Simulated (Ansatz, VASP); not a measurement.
# Tl: VASP beside Ansatz

POSCAR

```
Tl
1.0
   -1.9030710000      1.9266970000      1.9871630000
    1.9672440000     -1.8761930000      2.0008320000
    1.9421720000      1.9152940000     -1.9366590000
Tl
1
Direct
   -0.0033450000      0.0045580000      0.0026890000
```

The input INCAR.step1:

```
SYSTEM = Tl
  ALGO = Normal
  EDIFF = 1E-4
  ENCUT = 520
  GGA = PE
  ISMEAR = 0
  LASPH = .TRUE.
  LCHARG = .FALSE.
  LREAL = .FALSE.
  LWAVE = .TRUE.
  NBANDS = 12
  NELM = 100
  PREC = Accurate
  SIGMA = 0.01
```

The input INCAR.step2:

```
SYSTEM = Tl
  ALGO = Normal
  BPARAM = 11.95
  CPARAM = 0.0093
  EDIFF = 1E-7
  ENCUT = 520
  ISIF = 2
  ISMEAR = 0
  ISTART = 1
  IVDW_NL = 2
  LASPH = .TRUE.
  LCHARG = .FALSE.
  LMIXTAU = .TRUE.
  LREAL = .FALSE.
  LUSE_VDW = .TRUE.
  LWAVE = .FALSE.
  METAGGA = R2SCAN
  NBANDS = 12
  NELM = 100
  PREC = Accurate
  SIGMA = 0.01
```

KPOINTS

```
k-points
0
G
  10 10 10
  0 0 0
```

File input.yaml:

```yaml
crystal:
  lattice:
    - [-1.903071, 1.926697, 1.987163]
    - [1.967244, -1.876193, 2.000832]
    - [1.942172, 1.915294, -1.936659]
  atoms:
    - { symbol: Tl, position: [-0.003345, 0.004558, 0.002689] }
kpoints:
  mp_grid: { grid: [10, 10, 10] }
  band_path:
    path: [[0.0, -0.5, 0.0], [0.0, 0.0, 0.0], [0.5, 0.0, 0.0]]
    npoints: 10
scf:
  occupations: { method: gaussian, width: 0.01 }
hamiltonian:
  xc: r2scan
  dispersion: rvv10
  pseudopotentials: { kind: all_electron, datasets: crystal }
output:
  forces: true
  stress: true
  eigenvalues: true
  elf: true
  volumetric_format: npy
```

Change from the starting cell: cell strained at random at fixed volume.

Alike in both runs: functional r2SCAN; dispersion rVV10; k mesh 10 × 10 × 10; occupations gaussian, width 0.01 eV; no spin polarisation.

```csv
,VASP,Ansatz
version,VASP 6.6.1,Ansatz 0.2.0
potentials or method,"VASP PAW PBE potentials, release 64 (Tl_d)",all-electron PAW datasets made for the crystal
plane-wave cutoff (eV),520,see its input
task,single point,band structure
```

|  | VASP | Ansatz | Ansatz less VASP |
| --- | --- | --- | --- |
| gap on the k mesh at the Fermi level (eV) | none | none | - |
| pressure (GPa) | -0.9 | -1.1 | -0.18 |
| largest component of the traceless stress (GPa) | 0.85 | 0.84 | -0.008 |

A gap of «none» marks a metal or a gap that the smearing closes. Ansatz ran all-electron here, so the differences hold the error of VASP's frozen core and of both bases.

Caveats: the PAW data sets were made with another functional, which shifts forces and pressure a little (VASP); spin-orbit coupling is left out, which moves the levels of the heavy elements (Ansatz). The runs have no spin-orbit coupling, so splittings on Tl are missing.
